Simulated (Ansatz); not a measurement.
**Eigenvalues along a path: Zn (omega type)**

```xyz
3
Lattice="4.4015 0.0000 0.0000 -2.2008 3.8118 0.0000 0.0000 0.0000 2.7941" Properties=species:S:1:pos:R:3 pbc="T T T"
Zn    0.0000    0.0000    0.0000
Zn    0.0000    2.5412    1.3970
Zn    2.2008    1.2706    1.3970
```

The cell comes from a relaxation on PAW files under the same functional, begun from a prototype that needn't be the stable phase.

Level of theory: DFT with PBE, scalar-relativistic, in Ansatz 0.2.0; a Γ-centred 9×9×12 k mesh, Fermi–Dirac smearing of 0.1 eV, no spin polarisation. LAPW: all electrons, basis error target 1 meV/atom.

Path points, in fractions of the reciprocal vectors: Γ (0.000, 0.000, 0.000), M (0.500, 0.000, 0.000), K (0.333, 0.333, 0.000), A (0.000, 0.000, 0.500), L (0.500, 0.000, 0.500), H (0.333, 0.333, 0.500). Levels in eV from the Fermi level; bands 13 to 34, counted from the lowest band of the run. The gap is zero, the pressure -0.01 GPa.

```
# k(1/Å) point b13 b14 b15 b16 b17 b18 b19 b20 b21 b22 b23 b24 b25 b26 b27 b28 b29 b30 b31 b32 b33 b34
0.000 Γ -10.27 -8.25 -7.76 -7.76 -7.71 -7.67 -7.67 -7.66 -7.52 -7.52 -7.45 -7.45 -7.41 -7.41 -7.00 -7.00 0.95 0.95 1.03 1.03 1.23 1.44
0.118 - -10.21 -8.24 -7.83 -7.81 -7.73 -7.69 -7.60 -7.59 -7.52 -7.51 -7.48 -7.48 -7.37 -7.37 -7.02 -7.01 -0.39 0.16 0.63 1.90 1.95 2.67
0.235 - -10.05 -8.22 -7.95 -7.87 -7.76 -7.70 -7.56 -7.52 -7.52 -7.50 -7.47 -7.46 -7.33 -7.31 -7.05 -7.01 -1.75 -0.58 0.18 2.78 2.90 4.31
0.353 - -9.78 -8.19 -8.06 -7.92 -7.80 -7.73 -7.57 -7.56 -7.52 -7.47 -7.42 -7.33 -7.28 -7.26 -7.10 -7.02 -3.00 -1.22 -0.18 3.74 3.98 6.03
0.471 - -9.41 -8.21 -8.10 -7.94 -7.84 -7.76 -7.60 -7.59 -7.51 -7.45 -7.35 -7.23 -7.21 -7.19 -7.17 -7.04 -4.15 -1.75 -0.44 4.82 5.14 7.81
0.589 - -8.98 -8.29 -8.06 -7.96 -7.89 -7.80 -7.62 -7.62 -7.48 -7.46 -7.24 -7.24 -7.19 -7.16 -7.07 -7.06 -5.16 -2.15 -0.62 6.03 6.38 9.60
0.706 - -8.54 -8.33 -8.02 -7.96 -7.95 -7.86 -7.64 -7.63 -7.48 -7.44 -7.31 -7.15 -7.14 -7.08 -7.05 -6.99 -6.01 -2.40 -0.72 7.36 7.70 10.31
0.824 M -8.40 -8.18 -8.10 -7.96 -7.95 -7.92 -7.65 -7.63 -7.49 -7.40 -7.37 -7.13 -7.12 -7.11 -6.95 -6.77 -6.55 -2.49 -0.75 8.72 8.86 9.07
0.892 - -8.40 -8.20 -8.11 -7.95 -7.94 -7.91 -7.63 -7.62 -7.48 -7.40 -7.37 -7.13 -7.12 -7.11 -6.96 -6.77 -6.55 -2.77 -0.44 8.19 8.29 9.63
0.960 - -8.41 -8.22 -8.13 -7.95 -7.93 -7.87 -7.62 -7.54 -7.45 -7.41 -7.38 -7.12 -7.11 -7.10 -6.96 -6.76 -6.55 -3.33 0.23 7.53 7.63 10.34
1.028 - -8.43 -8.23 -8.16 -7.95 -7.92 -7.83 -7.61 -7.43 -7.42 -7.40 -7.39 -7.12 -7.11 -7.10 -6.97 -6.74 -6.54 -3.95 1.02 6.90 6.99 11.06
1.096 - -8.45 -8.23 -8.18 -7.95 -7.92 -7.80 -7.59 -7.44 -7.42 -7.32 -7.31 -7.12 -7.10 -7.10 -6.98 -6.69 -6.52 -4.55 1.87 6.29 6.38 11.74
1.164 - -8.46 -8.22 -8.20 -7.94 -7.92 -7.79 -7.56 -7.46 -7.44 -7.23 -7.22 -7.11 -7.10 -7.09 -6.99 -6.60 -6.46 -5.14 2.78 5.72 5.80 11.92
1.232 - -8.47 -8.22 -8.21 -7.93 -7.92 -7.79 -7.53 -7.48 -7.46 -7.18 -7.16 -7.10 -7.10 -7.09 -6.98 -6.44 -6.35 -5.68 3.72 5.17 5.26 12.13
1.300 K -8.48 -8.21 -8.21 -7.92 -7.92 -7.79 -7.51 -7.48 -7.48 -7.16 -7.16 -7.10 -7.09 -7.09 -6.97 -6.25 -6.16 -6.16 4.61 4.74 4.74 12.36
1.436 - -8.48 -8.25 -8.20 -7.96 -7.90 -7.78 -7.53 -7.52 -7.40 -7.20 -7.18 -7.11 -7.11 -7.08 -7.01 -7.00 -5.61 -5.59 3.72 3.82 6.75 11.37
1.572 - -8.69 -8.29 -8.15 -8.01 -7.87 -7.77 -7.55 -7.54 -7.45 -7.31 -7.26 -7.21 -7.14 -7.14 -7.10 -7.06 -4.85 -4.84 2.92 3.03 8.92 10.05
1.708 - -9.16 -8.23 -8.09 -8.07 -7.84 -7.74 -7.56 -7.56 -7.55 -7.33 -7.29 -7.22 -7.21 -7.19 -7.18 -7.04 -3.94 -3.93 2.27 2.38 8.08 8.15
1.844 - -9.62 -8.18 -8.07 -8.02 -7.81 -7.72 -7.57 -7.55 -7.54 -7.40 -7.37 -7.33 -7.24 -7.24 -7.13 -7.03 -2.89 -2.88 1.75 1.87 6.16 6.23
1.980 - -9.98 -8.21 -7.96 -7.93 -7.77 -7.70 -7.56 -7.52 -7.52 -7.47 -7.46 -7.45 -7.30 -7.30 -7.06 -7.01 -1.71 -1.69 1.37 1.50 4.35 4.42
2.116 - -10.19 -8.24 -7.84 -7.83 -7.73 -7.69 -7.59 -7.58 -7.52 -7.50 -7.48 -7.48 -7.37 -7.36 -7.02 -7.01 -0.39 -0.37 1.15 1.28 2.65 2.72
2.252 Γ -10.27 -8.25 -7.76 -7.76 -7.71 -7.67 -7.67 -7.66 -7.52 -7.52 -7.45 -7.45 -7.41 -7.41 -7.00 -7.00 0.95 0.95 1.03 1.03 1.23 1.44
2.412 - -10.17 -8.22 -7.78 -7.78 -7.70 -7.70 -7.67 -7.64 -7.58 -7.58 -7.40 -7.40 -7.39 -7.39 -7.01 -7.01 1.05 1.05 1.14 1.14 1.30 1.51
2.573 - -9.88 -8.13 -7.84 -7.84 -7.77 -7.77 -7.63 -7.63 -7.56 -7.56 -7.38 -7.38 -7.31 -7.31 -7.03 -7.03 1.34 1.34 1.48 1.48 1.51 1.72
2.734 - -9.42 -7.99 -7.94 -7.94 -7.86 -7.86 -7.64 -7.64 -7.41 -7.40 -7.37 -7.37 -7.24 -7.24 -7.04 -7.04 1.81 1.81 1.83 2.02 2.02 2.09
2.894 - -8.88 -8.04 -8.04 -7.95 -7.95 -7.81 -7.64 -7.64 -7.39 -7.39 -7.22 -7.19 -7.19 -7.18 -7.04 -7.04 0.53 2.43 2.43 2.51 2.61 2.77
3.055 - -8.43 -8.12 -8.12 -8.02 -8.02 -7.64 -7.64 -7.60 -7.41 -7.41 -7.15 -7.15 -7.06 -7.04 -7.04 -6.70 -1.35 3.14 3.14 3.25 3.30 3.68
3.215 - -8.20 -8.17 -8.17 -8.07 -8.07 -7.63 -7.63 -7.45 -7.44 -7.44 -7.13 -7.13 -7.03 -7.03 -6.94 -5.81 -3.06 3.80 3.80 4.07 4.19 4.73
3.376 A -8.19 -8.19 -8.14 -8.09 -8.09 -7.63 -7.63 -7.44 -7.44 -7.40 -7.12 -7.12 -7.03 -7.03 -6.90 -4.64 -4.48 4.10 4.10 4.53 4.94 5.49
3.494 - -8.22 -8.19 -8.18 -8.08 -7.99 -7.63 -7.62 -7.55 -7.45 -7.31 -7.12 -7.12 -7.05 -7.03 -6.90 -4.60 -4.42 3.61 3.94 4.26 4.67 4.77
3.612 - -8.28 -8.17 -8.15 -8.08 -7.87 -7.67 -7.62 -7.59 -7.48 -7.24 -7.11 -7.11 -7.09 -7.04 -6.91 -4.49 -4.24 2.56 3.32 3.58 4.22 4.33
3.729 - -8.31 -8.15 -8.12 -8.07 -7.82 -7.75 -7.61 -7.52 -7.51 -7.23 -7.15 -7.10 -7.09 -7.05 -6.91 -4.30 -3.95 1.43 2.21 3.19 3.83 4.02
3.847 - -8.31 -8.11 -8.11 -8.06 -7.83 -7.78 -7.58 -7.56 -7.39 -7.26 -7.20 -7.09 -7.07 -7.06 -6.92 -4.01 -3.55 0.36 1.15 2.85 3.51 3.77
3.965 - -8.28 -8.14 -8.08 -8.05 -7.88 -7.73 -7.60 -7.56 -7.34 -7.33 -7.19 -7.09 -7.09 -7.05 -6.92 -3.64 -3.04 -0.61 0.17 2.59 3.28 3.59
4.082 - -8.24 -8.16 -8.06 -8.05 -7.94 -7.65 -7.63 -7.54 -7.40 -7.34 -7.13 -7.10 -7.08 -7.04 -6.93 -3.19 -2.47 -1.42 -0.69 2.42 3.13 3.48
4.200 L -8.21 -8.17 -8.05 -8.05 -7.97 -7.65 -7.60 -7.53 -7.45 -7.34 -7.11 -7.11 -7.08 -7.04 -6.93 -2.89 -2.07 -1.84 -1.18 2.37 3.08 3.44
4.268 - -8.20 -8.18 -8.06 -8.03 -7.96 -7.66 -7.58 -7.55 -7.45 -7.36 -7.10 -7.09 -7.09 -7.04 -6.93 -2.87 -2.04 -1.83 -1.17 2.01 2.76 3.83
4.336 - -8.21 -8.19 -8.07 -7.99 -7.93 -7.69 -7.60 -7.55 -7.46 -7.40 -7.11 -7.07 -7.06 -7.04 -6.93 -2.81 -1.97 -1.79 -1.13 1.39 2.18 4.54
4.404 - -8.24 -8.16 -8.08 -7.95 -7.89 -7.71 -7.67 -7.51 -7.46 -7.45 -7.15 -7.04 -7.04 -7.03 -6.93 -2.71 -1.85 -1.73 -1.07 0.77 1.57 5.31
4.472 - -8.26 -8.12 -8.08 -7.90 -7.85 -7.74 -7.74 -7.51 -7.48 -7.45 -7.19 -7.04 -7.01 -6.99 -6.94 -2.57 -1.68 -1.64 -0.98 0.17 0.98 6.10
4.540 - -8.28 -8.08 -8.08 -7.85 -7.83 -7.79 -7.76 -7.57 -7.45 -7.45 -7.24 -7.04 -6.99 -6.96 -6.94 -2.40 -1.52 -1.47 -0.88 -0.38 0.42 6.86
4.608 - -8.29 -8.07 -8.02 -7.90 -7.82 -7.78 -7.74 -7.63 -7.44 -7.42 -7.29 -7.04 -6.96 -6.95 -6.94 -2.23 -1.37 -1.22 -0.86 -0.81 -0.05 7.49
4.676 H -8.29 -8.07 -7.97 -7.97 -7.79 -7.79 -7.69 -7.69 -7.42 -7.42 -7.31 -7.04 -6.95 -6.95 -6.95 -2.13 -1.19 -1.19 -0.94 -0.94 -0.25 7.74
4.812 - -8.28 -8.13 -7.99 -7.87 -7.84 -7.78 -7.78 -7.57 -7.49 -7.37 -7.27 -7.04 -6.99 -6.97 -6.93 -2.59 -1.75 -0.98 -0.73 -0.27 0.09 7.22
4.948 - -8.24 -8.23 -7.94 -7.91 -7.90 -7.80 -7.72 -7.54 -7.45 -7.30 -7.21 -7.09 -7.04 -7.00 -6.92 -3.24 -2.55 -0.25 -0.13 0.52 0.69 6.46
5.084 - -8.30 -8.19 -7.99 -7.98 -7.89 -7.82 -7.65 -7.55 -7.34 -7.25 -7.23 -7.17 -7.04 -7.02 -6.92 -3.78 -3.23 0.62 0.65 1.41 1.45 5.77
5.220 - -8.32 -8.17 -8.07 -8.04 -7.84 -7.79 -7.61 -7.52 -7.43 -7.22 -7.21 -7.14 -7.06 -7.04 -6.91 -4.18 -3.77 1.51 1.67 2.36 2.37 5.21
5.356 - -8.30 -8.17 -8.14 -8.07 -7.86 -7.70 -7.61 -7.57 -7.49 -7.23 -7.13 -7.12 -7.09 -7.04 -6.91 -4.44 -4.16 2.52 2.76 3.36 3.40 4.82
5.492 - -8.23 -8.18 -8.18 -8.08 -7.97 -7.63 -7.62 -7.57 -7.46 -7.29 -7.12 -7.12 -7.05 -7.03 -6.90 -4.59 -4.40 3.54 3.76 4.20 4.55 4.69
5.628 A -8.19 -8.19 -8.14 -8.09 -8.09 -7.63 -7.63 -7.44 -7.44 -7.40 -7.12 -7.12 -7.03 -7.03 -6.90 -4.64 -4.48 4.10 4.10 4.53 4.94 5.49
```
